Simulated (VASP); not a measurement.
# PbO: convergence, projections on local functions

PbO, P4/nmm (no. 129), 4 atoms in the cell. PBE, projections on local functions; PAW potentials Pb_d, O (PBE set). VASP 6.6.1.

Wanted: filling of the local functions (per spin) within 0.005.

POSCAR:
```
PbO
1.0
    3.9900000000      0.0000000000      0.0000000000
    0.0000000000      3.9900000000      0.0000000000
    0.0000000000      0.0000000000      5.0100000000
Pb O
2 2
Direct
    0.5000000000      0.0000000000      0.7600000000
    0.0000000000      0.5000000000      0.2400000000
    0.5000000000      0.5000000000      0.0000000000
    0.0000000000      0.0000000000      0.0000000000
```

The series start from Cutoff ENCUT (eV): 500; k mesh: 5 × 5 × 4. Each series keeps the choices made before it, and each single choice may use up half of a tolerance. Times cover all steps of a run.

## Cutoff ENCUT (eV)

| Cutoff ENCUT (eV) | Filling of the local functions (per spin), largest deviation | Time (s) |
|---|---|---|
| 250 | 0.0754 | 16 |
| 300 | 0.0432 | 16 |
| 350 | 0.0234 | 16 |
| 400 | 0.0159 | 22 |
| 500 | 0.0079 | 28 |
| 600 | 0.0033 | 32 |
| 750 (reference) | 0.0000 | 43 |

Chosen: 750; the next looser run is off by more than half of the tolerance, so convergence isn't shown beyond this value.

## k mesh

| k mesh | Filling of the local functions (per spin), largest deviation | Time (s) |
|---|---|---|
| 2 × 2 × 2 | 0.0044 | 26 |
| 3 × 3 × 3 | 0.0008 | 28 |
| 4 × 4 × 3 | 0.0004 | 32 |
| 5 × 5 × 4 | 0.0001 | 43 |
| 6 × 6 × 5 | 0.0001 | 65 |
| 8 × 8 × 6 | 0.0000 | 115 |
| 10 × 10 × 8 (reference) | 0.0000 | 185 |

Chosen: 3 × 3 × 3, the loosest value from which every tighter one stays within half of the tolerance.

## All choices together

| Input | Filling of the local functions (per spin), largest deviation | Time (s) |
|---|---|---|
| program defaults, k points 0.5 per Å apart (naive) | 0.0163 | 8.5 |
| chosen settings | 0.0008 | 28 |
| reference settings throughout | 0.0000 | 185 |

The chosen settings stay within the tolerance of the reference run, but the reference itself isn't shown to be converged in: Cutoff ENCUT (eV).

## The input

INCAR.step1:
```
PREC = Accurate ; ENCUT = 750
EDIFF = 1E-6 ; ISMEAR = 0
SIGMA = 0.02 ; LASPH = T
LREAL = F ; ALGO = Normal
NELM = 120 ; LWAVE = T
LCHARG = F ; NBANDS = 32
KPAR = 4 ; GGA = PE
```

INCAR.step2:
```
ALGO = None
EDIFF = 1E-6
ENCUT = 750
GGA = PE
ISMEAR = 0
ISTART = 1
LASPH = T
LCHARG = F
LOCPROJ = "1 2 : s : Pr
1 2 : p : Pr
3 4 : s : Pr
3 4 : p : Pr"
LREAL = F
LWAVE = F
NBANDS = 32
NELM = 1
PREC = Accurate
SIGMA = 0.02
```

INCAR.step3:
```
ALGO = None
EDIFF = 1E-6
ENCUT = 750
GGA = PE
ISMEAR = 0
ISTART = 1
LASPH = T
LCHARG = F
LOCPROJ = "1 2 : s : Hy 1 2.0
1 2 : p : Hy 1 2.0
3 4 : s : Hy 1 2.0
3 4 : p : Hy 1 2.0"
LREAL = F
LWAVE = F
NBANDS = 32
NELM = 1
PREC = Accurate
SIGMA = 0.02
```

KPOINTS:
```
Automatic mesh
0
Gamma
  3 3 3
  0 0 0
```

Commands (each step's output is kept before the next begins):
```
cat potpaw_PBE.64/Pb_d/POTCAR potpaw_PBE.64/O/POTCAR > POTCAR
cp INCAR.step1 INCAR
mpirun -np 4 vasp_std > vasp.out
cp INCAR.step2 INCAR
mpirun -np 1 vasp_std > vasp.out
cp INCAR.step3 INCAR
mpirun -np 1 vasp_std > vasp.out
```

Limits: the functions aren't orthogonal, so the fillings don't add up to the electrons.

The chosen input took VASP 6.6.1 28 s on 4 cores (AMD EPYC 7R43 (Zen 3)), a shared host.

## An input that fails: hybrid orbitals asked of PAW projectors

VASP's message: LPRJ_READER ERROR: function: 1 is not a simple spherical harmonic L= -3.

Changes against the starting input:
```
(step 2)
- LOCPROJ = "1 2 : s : Pr
1 2 : p : Pr
3 4 : s : Pr
3 4 : p : Pr"
+ LOCPROJ = 1 : sp3 : Pr
```
